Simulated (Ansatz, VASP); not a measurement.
# Ga27TeN26 (Te_N) in two plane-wave programs

One calculation is typed for both programs; each brings its own data sets. How far apart do they land? The cell is taken from a series of runs on this material, whose earlier steps may have relaxed, scaled, displaced or heated it; both programs get it as it stands.

Program: Ansatz 0.2.0. Level of theory: plane waves, with VASP 6.6.1 beside it; single point at r2SCAN. Results are calculated unless marked as measured.

## (1) The structure

The cell holds 54 atoms: 27 Ga, 26 N and 1 Te. Its edges and angles: a = 9.542 Å, b = 9.542 Å, c = 9.542 Å, α = 60.0°, β = 60.0°, γ = 60.0°. It derives from GaN (GaN (F-43m)). Nearest the centre at fractional (0.417, 0.417, 0.417): Te54 at 0.00 Å, Ga17 at 2.37 Å, Ga23 at 2.37 Å, Ga15 at 2.37 Å, Ga14 at 2.38 Å, N43 at 3.24 Å, N42 at 3.24 Å, N49 at 3.24 Å.

As a file:

```
Ga N Te
1.0
     0.00000    6.74729    6.74729
     6.74729    0.00000    6.74729
     6.74729    6.74729    0.00000
Ga N Te
27 26 1
Cartesian
  6.7445 6.7453 13.4876
  8.9956 8.9964 13.4894
  11.2467 11.2475 13.4877
  2.2483 6.7470 8.9914
  4.4978 8.9964 8.9916
  6.7475 11.2446 8.9759
  4.4995 6.7453 11.2426
  6.7475 8.9809 11.2397
  9.0111 11.2446 11.2396
  6.7461 2.2492 8.9915
  8.9957 4.4985 8.9916
  11.2438 6.7483 8.9759
  2.2484 2.2491 4.4937
  4.2524 4.2532 4.2481
  6.9916 6.9925 4.2481
  11.2439 8.9810 6.7432
  6.9917 4.2531 6.9875
  9.0112 6.7482 6.7432
  6.7446 4.5002 11.2426
  8.9802 6.7483 11.2397
  11.2437 9.0120 11.2396
  8.9802 11.2446 6.7433
  4.2524 6.9925 6.9875
  6.7475 9.0119 6.7432
  11.2438 11.2446 9.0069
  6.7475 6.7481 9.0070
  8.9957 8.9964 8.9914
  1.1251 1.1260 1.1211
  3.3715 3.3722 1.1212
  5.6220 5.6228 1.1201
  3.3714 1.1261 3.3673
  5.6353 3.3275 3.3225
  7.9174 5.6096 3.3223
  5.6220 1.1251 5.6178
  7.9175 3.3273 5.6046
  10.1197 5.6227 5.6178
  1.1253 3.3722 3.3673
  3.3266 5.6361 3.3224
  5.6087 7.9183 3.3223
  3.3267 3.3275 5.6310
  7.9174 7.9182 5.6310
  5.6088 3.3273 7.9132
  7.9175 5.6360 7.9133
  10.1187 7.8734 7.8683
  1.1244 5.6228 5.6179
  3.3265 7.9182 5.6047
  5.6220 10.1204 5.6179
  3.3266 5.6097 7.9133
  5.6354 7.9182 7.9134
  7.8726 10.1194 7.8684
  5.6221 5.6228 10.1155
  7.8727 7.8734 10.1145
  10.1187 10.1195 10.1145
  5.6220 5.6228 5.6179
```

## (2) Ansatz: single point, r2SCAN

Ansatz runs on its PAW soft_1 files.

With cell and atoms fixed, the geometry can't cause a difference; cores, projectors, grids and the points listed under the comparison can.

input.yaml

```yaml
crystal:
  checkpoint: "../qp1.relax.run"
  host: checkpoint
basis:
  ecutwfc: 500
  xc_grid: 2
hamiltonian:
  xc: r2scan
  pseudopotentials: { kind: paw, azcp: { folder: soft_1 } }
kpoints:
  mp_grid: { grid: [2, 2, 2], shift: [0.5, 0.5, 0.5] }
scf:
  occupations: { method: fixed }
  max_iter: 100
output:
  forces: true
  eigenvalues: true
  charged_corrections: { defect_position: [0.416667, 0.416667, 0.416667] }
checkpoint:
  read: "../qp1.relax.run"
  write: "../qp1.point_neutral.run"
  compress: false
  write_wavefunctions: false
  write_every: 100000
magnetization:
  spin_polarized: true
  initial_magnetization: 1
  spin_locking: { lock_magnetization: hard }
```

Run with:

```sh
$ ansatz run input.yaml --threads 4 --pin off --max-ram 15073MiB --backend cpu --events-out ev --progress --plain --runs-dir out
```

Numbers of over 12 decimals in the logs are rounded to 6 here.

Output:

```text
Warning: at least one further symmetry operation maps every atom of the structure, as the run holds it, onto an atom to within 2.88e-5 (fractional), and is not used: no operation is sought that the atoms, as the run holds them, miss by more than 2.00e-5, twice crystal.symmetry.tolerance (1.0e-5). The run uses 1 unitary operations. The run imposes no operation that its atoms and lattice do not hold. Figures that only  [...]
Warning: This run holds its total moment fixed (magnetization.spin_locking.lock_magnetization: hard) and mixes its density by anderson or broyden (scf.mixing.algorithm, typed or taken by auto). Slabs with a fixed moment have converged under broyden above another state at the same moment, at the default mixing steps and at smaller ones, and under scf.lower_state_search: standard, light or off a state that such a mixer [...]
checkpoint.read: the saved state was converged at a total charge of 1 e, and this run's is 0 e: a saved density that it takes is scaled to its electron count
crystal.checkpoint: the structure is that of <dir>, a `relax` run, at its step 6: its result, under r2scan at a charge of 1 e; 54 atoms read, 0 with a starting moment; this deck's charge is 0 e; crystal.structure_sha256 for this input is
Engine: ansatz 0.2.0, aarch64-unknown-linux-gnu
Pseudopotentials: kind: paw
Pseudopotential: Ga, paw, valence charge 13, recommended cutoff 500 eV (meta_gga), soft_1/Ga.paw.azcp
Pseudopotential: N, paw, valence charge 5, recommended cutoff 500 eV (meta_gga), soft_1/N.paw.azcp
Pseudopotential: Te, paw, valence charge 16, recommended cutoff 500 eV (meta_gga), soft_1/Te.paw.azcp
Functional definition: r2SCAN
  parameter k0 = 0.174
  parameter k1 = 0.065
  parameter a1 = 4.9479
  exchange = r2scan_x(k0 = k0, k1 = k1, a1 = a1)
  correlation = r2scan_c
Crystal: 54 atoms, lattice volume = 614.353 Å³
Basis set: ecut = 500 eV, 15593 PW (Γ), exchange–correlation on 144×144×144 points (8 copies of the dense FFT grid, shifted against one another)
Bands: 303, of which v1, the nominal top of the filled ones, is band 249 counted from 1 (248 counted from 0)
Symmetry: 1 space group operations
Space group: P1 (ITA 1), of the structure as read, at distance tolerance 8.5e-5 Å
Magnetic group: BNS 1.1 (UNI 1), of the structure as read, at distance tolerance 8.5e-5 Å
k-points: 4 of 8 (time reversal used)
Non-local potential: Ga, projectors of the file, l = 0: 2, l = 1: 2, l = 2: 3, l = 3: 1
Non-local potential: N, projectors of the file, l = 0: 2, l = 1: 2, l = 2: 1
Non-local potential: Te, projectors of the file, l = 0: 2, l = 1: 2, l = 2: 2, l = 3: 1
PAW form: soft (Blöchl's): semilocal exchange-correlation on the pseudo side does not see the compensation charge
PAW frozen core: Ga, regenerated for the run's functional (the file was generated under x = pbe(κ = 0.804, μ = 0.219515), c = pbe(β = 0.066725))
PAW frozen core: N, regenerated for the run's functional (the file was generated under x = pbe(κ = 0.804, μ = 0.219515), c = pbe(β = 0.066725))
PAW frozen core: Te, regenerated for the run's functional (the file was generated under x = pbe(κ = 0.804, μ = 0.219515), c = pbe(β = 0.066725))
PAW one-centre angular grid: Ga, 590 points (default); XC on 160 Gauss nodes
PAW one-centre angular grid: N, 302 points (default); XC on 160 Gauss nodes
PAW one-centre angular grid: Te, 590 points (default); XC on 160 Gauss nodes
Initial density: read from a saved state, or passed on in memory by an earlier SCF of this step, an earlier step, the calling program or the single point that the run made first
Starting moments: Σ|m| = 1 μB on 54 of 54 sites; this step starts from the density that it was given
Initial wavefunctions: those read from a saved state, or passed on in memory by an earlier step or the calling program
Functional: x = r2scan, c = r2scan; τ floored in thin density (d = 2e-4 eV/Å³)
[...]
k-point 1 ↑: bands = [... 245 lower, 9.5593, 9.9077, 10.0642, 13.4997, 13.8300, 14.1984, 14.5190, 14.6119, ... 50 higher]
  k-point 2 ↑: bands = [... 245 lower, 9.5593, 9.9077, 10.0642, 13.4997, 13.8300, 14.1983, 14.5191, 14.6118, ... 50 higher]
  k-point 3 ↓: bands = [... 245 lower, 9.5856, 9.9338, 10.0907, 13.6766, 13.9482, 14.3353, 14.7206, 14.7290, ... 50 higher]
```

## (3) VASP: single point, r2SCAN

The same cell, functional and mesh now go to VASP, with its own data sets.

Lines of VASP's logs that name or quote its potential files are left out, and so is its time.

INCAR

```
SYSTEM = Ga27TeN26
PREC = Accurate
ENCUT = 580
EDIFF = 1E-06
NELM = 200
ISMEAR = 0
SIGMA = 0.01
LREAL = Auto
ALGO = Normal
METAGGA = R2SCAN
LASPH = .TRUE.
NBANDS = 282
ISPIN = 2
MAGMOM = 0 0 0 0 0 0 0 0 0 0 0 0 0 0.01 0.01 0 0.01 0 0 0 0 0 0.01 0 0 0 0 0.02 0.02 0.01 0.02 0.01 0.01 0.01 0.01 0.01 0.02 0.01 0.01 0.01 0.01 0.01 0.01 0.02 0.01 0.01 0.01 0.01 0.01 0.02 0.01 0.02 0.02 -0
LORBIT = 11
LWAVE = .FALSE.
LCHARG = .FALSE.
ISIF = 2
ISYM = 0
NUPDOWN = 1
GGA_COMPAT = .FALSE.
LMIXTAU = .TRUE.
```

POSCAR

```
Ga27TeN26
1.0
    0.0000000000      6.7472908298      6.7472908298
    6.7472908298      0.0000000000      6.7472908298
    6.7472908298      6.7472908298      0.0000000000
Ga N Te
27 26 1
Direct
    0.9995434523      0.9994262487      0.0001607872
    0.9996772147      0.9995558458      0.3336609917
    0.9995462724      0.9994364459      0.6674143842
    0.9996700876      0.3329271373      0.0002879826
    0.9996718088      0.3329528993      0.3336611423
    0.9984028749      0.3318919636      0.6681337417
    0.9995416415      0.6666921995      0.0001623778
    0.9984048834      0.6673990850      0.3326345676
    0.9984049538      0.6673867816      0.6681263505
    0.3330622657      0.9995437926      0.0002850640
    0.3330536354      0.9995652985      0.3336645439
    0.3320134548      0.9982812703      0.6681376002
    0.3330523336      0.3329420322      0.0002849525
    0.3148645638      0.3147367287      0.3154957947
    0.3148658675      0.3147320433      0.7214697177
    0.3320087300      0.6673871557      0.9990401944
    0.3148549848      0.7207457865      0.3154819411
    0.3319990878      0.6673920362      0.6681304948
    0.6668044480      0.9994401084      0.0001568295
    0.6675178413      0.9982987205      0.3326297581
    0.6675167487      0.9982829660      0.6681234917
    0.6675083352      0.3318986713      0.9990342977
    0.7208574472      0.3147504954      0.3154882441
    0.6675059256      0.3318951833      0.6681288933
    0.6675062058      0.6673899817      0.9990322747
    0.6675005619      0.6674094767      0.3326253434
    0.6663529106      0.6662420630      0.6669859312
    0.0831407808      0.0830096400      0.0837407161
    0.0831397244      0.0830336458      0.4166434020
    0.0830661127      0.0829455858      0.7502770122
    0.0831373970      0.4159213081      0.0837530661
    0.0751874543      0.4172254092      0.4179661407
    0.0751773589      0.4172139558      0.7562093603
    0.0830600194      0.7495413207      0.0836878562
    0.0751728048      0.7554774223      0.4179555248
    0.0830544782      0.7495445595      0.7502749762
    0.4160338531      0.0830284310      0.0837541134
    0.4173447253      0.0750647119      0.4179677927
    0.4173431119      0.0750472393      0.7562097731
    0.4173387387      0.4172161241      0.0758196890
    0.4173383127      0.4172252598      0.7562005571
    0.4173323158      0.7554684725      0.0758015512
    0.4173382104      0.7554763603      0.4179602217
    0.4166934895      0.7494526760      0.7502102926
    0.7496582043      0.0829535267      0.0836845065
    0.7555960315      0.0750683900      0.4179488889
    0.7496567656      0.0829532536      0.7502677258
    0.7555905058      0.4172153174      0.0758063949
    0.7555823755      0.4172413955      0.4179621180
    0.7495745507      0.4165817128      0.7502041785
    0.7496531488      0.7495473632      0.0836835183
    0.7495759951      0.7494719147      0.4173225290
    0.7495823627      0.7494588128      0.7502072544
    0.4163617701      0.4162515838      0.4169790250
```

KPOINTS

```
Points of the shifted mesh
8
Reciprocal
 0.2500000000  0.2500000000  0.2500000000 1
 0.2500000000  0.2500000000  0.7500000000 1
 0.2500000000  0.7500000000  0.2500000000 1
 0.2500000000  0.7500000000  0.7500000000 1
 0.7500000000  0.2500000000  0.2500000000 1
 0.7500000000  0.2500000000  0.7500000000 1
 0.7500000000  0.7500000000  0.2500000000 1
 0.7500000000  0.7500000000  0.7500000000 1
```

PAW data sets: Ga_d, N and Te (PBE family, release 64).

Run with:

```sh
$ export OMP_NUM_THREADS=3
$ mpirun -np 1 vasp_std
```

Output:

```text
[banner, memory and clock lines left out]
running    1 mpi-ranks, on    1 nodes
[...]
Offloading initialized ...    1 GPUs detected
[...]
|                                                                             |
|               ----> ADVICE to this user running VASP <----                  |
|                                                                             |
|     You enforced a specific xc type in the INCAR file but a different       |
|     [... a line on the potential file left out ...]
|     I HOPE YOU KNOW WHAT YOU ARE DOING!                                     |
|                                                                             |

 LDA part: xc-table for (None), standard interpolation
 POSCAR, INCAR and KPOINTS ok, starting setup
[...]
entering main loop
       N       E                     dE             d eps       ncg     rms          rms(c)
DAV:   1     0.974833891433E+04    0.97483E+04   -0.18810E+05  9280   0.354E+03
DAV:   2     0.198120168241E+04   -0.77671E+04   -0.74147E+04  9024   0.103E+03
DAV:   3    -0.330372937292E+03   -0.23116E+04   -0.21845E+04 10584   0.358E+02
DAV:   4    -0.683232418875E+03   -0.35286E+03   -0.34055E+03  9856   0.138E+02
[...]
DAV:  18    -0.599750911394E+03    0.88133E-05   -0.61016E-06  9000   0.276E-02    0.546E-03
DAV:  19    -0.599750907550E+03    0.38443E-05   -0.19520E-06  6600   0.156E-02    0.316E-03
DAV:  20    -0.599750907045E+03    0.50489E-06   -0.52627E-06  8912   0.766E-03
   1 F= -.59975091E+03 E0= -.59975091E+03  d E =-.916143E-16  mag=     1.0000
```

From OUTCAR (step 3):

```text
  FREE ENERGIE OF THE ION-ELECTRON SYSTEM (eV)
  ---------------------------------------------------
  free  energy   TOTEN  =      -599.7509070449 eV

  energy  without entropy=     -599.7509070449  energy(sigma->0) =     -599.75090704

 magnetization (x)
# of ion       s       p       d       tot
------------------------------------------
    1        0.003   0.001   0.001   0.005
    2        0.003   0.004   0.002   0.009
    3        0.004   0.001   0.001   0.006
    4        0.003   0.004   0.002   0.009
    5        0.003   0.003   0.002   0.008
    6        0.005   0.003   0.001   0.009
    7        0.004   0.001   0.001   0.006
    8        0.005   0.003   0.001   0.009
    9        0.004   0.003   0.001   0.008
   10        0.003   0.004   0.002   0.009
   11        0.003   0.003   0.002   0.008
   12        0.005   0.003   0.001   0.009
   13        0.003   0.003   0.002   0.008
[...]
--------------------------------------------------
tot          0.296   0.280   0.047   0.622

[... 1 further part left out ...]
```

The run ends at a pressure of 10.07 GPa, with forces up to 0.46 eV/Å.

## (4) Side by side

Known differences besides the potentials themselves: VASP starts from the moments at which Ansatz ended; VASP keeps PBE cores, Ansatz makes them for the functional; fixed occupations in Ansatz, narrow Gaussian smearing in VASP; the data sets hold 497 valence electrons in Ansatz (on its PAW soft_1 files) and 487 in VASP; the cutoff is 500 eV in Ansatz and 580 eV in VASP (PREC = Accurate, projectors in real space). Total energies have different zeros and are not compared.

The two programs side by side:

```tsv
quantity	Ansatz	VASP	difference
total moment, fixed by the input (μB)	1.00	1.00	0.00
```

Forces on 10 of the 54 atoms, those with the largest forces and the largest differences (eV/Å; atoms numbered as in POSCAR):

```tsv
atom	Ansatz x, y, z	VASP x, y, z
Ga2	-0.005, -0.006, 0.238	-0.006, -0.007, 0.265
Ga4	-0.005, 0.238, -0.005	-0.008, 0.258, -0.003
Ga10	0.239, -0.006, -0.006	0.260, -0.009, -0.003
Ga14	-0.280, -0.281, -0.280	-0.264, -0.264, -0.268
Ga15	0.269, 0.269, -0.276	0.256, 0.256, -0.261
Ga17	0.269, -0.276, 0.269	0.255, -0.258, 0.255
Ga23	-0.276, 0.268, 0.269	-0.258, 0.255, 0.255
N32	0.195, 0.049, 0.050	0.228, 0.054, 0.054
N38	0.049, 0.195, 0.050	0.054, 0.228, 0.054
N40	0.049, 0.049, 0.196	0.054, 0.053, 0.228
```

The forces differ by 11 meV/Å r.m.s., which is 8.5 % of the r.m.s. force of 0.126 eV/Å (both taken over all components).

## (5) Outcome

```yaml
r_m_s_force_difference_single_point_r2scan: 11 meV/Å
```

**Reading.** The r.m.s. force difference is 11 meV/Å (single point, r2SCAN), within the 12 meV/Å picked in this series as the mark of a large difference. The data sets hold unlike numbers of valence electrons (497 in Ansatz and 487 in VASP), so part of the differences comes from the potentials. Such differences can come from data sets, numerical settings and the points named under the comparisons, not from the functional's error against experiment.

[Lines on the potential files, build, host, timing and source positions are cut from VASP's logs without a mark.]

[Logs are printed without paths, hosts, clocks, repeated set-up lines and the standing remarks that a program may print on its own settings, such as how far it seeks lower states.]

[Hosts, paths, dates, database ids (printed as entryN), source tags and the programs' standing remarks are cut or masked in the printed files.]
